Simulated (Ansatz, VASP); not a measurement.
**Two plane-wave programs on MgB2**

```
Mg B
1.0
     3.08500    0.00000    0.00000
    -1.54250    2.67169    0.00000
     0.00000    0.00000    3.52300
Mg B
1 2
Direct
  0.00000 0.00000 0.00000
  0.66667 0.33333 0.50000
  0.33333 0.66667 0.50000
```

Alike in both runs: task single point; functional PBEsol; k mesh 10 × 10 × 8; occupations gaussian, width 0.02 eV; no spin polarisation.

```csv
,VASP,Ansatz
version,VASP 6.6.1,Ansatz 0.2.0
potentials or method,"VASP PAW PBE potentials, release 64 (Mg_pv, B)",Ansatz PAW
plane-wave cutoff (eV),520,420
valence electrons in the cell,14,16
```

|  | VASP | Ansatz | Ansatz less VASP |
| --- | --- | --- | --- |
| gap on the k mesh at the Fermi level (eV) | none | none | - |
| pressure (GPa) | -2.8 | -3.0 | -0.13 |
| largest component of the traceless stress (GPa) | 0.46 | 0.50 | +0.041 |

A gap of «none» marks a metal or a gap that the smearing closes. The two sets of potentials don't hold the same shells in valence.

Caveats: the PAW data sets were made with another functional, which shifts forces and pressure a little (VASP); the PAW data sets come from PBE, with cores solved anew for the run's functional, which leaves a small shift of forces and pressure (Ansatz).
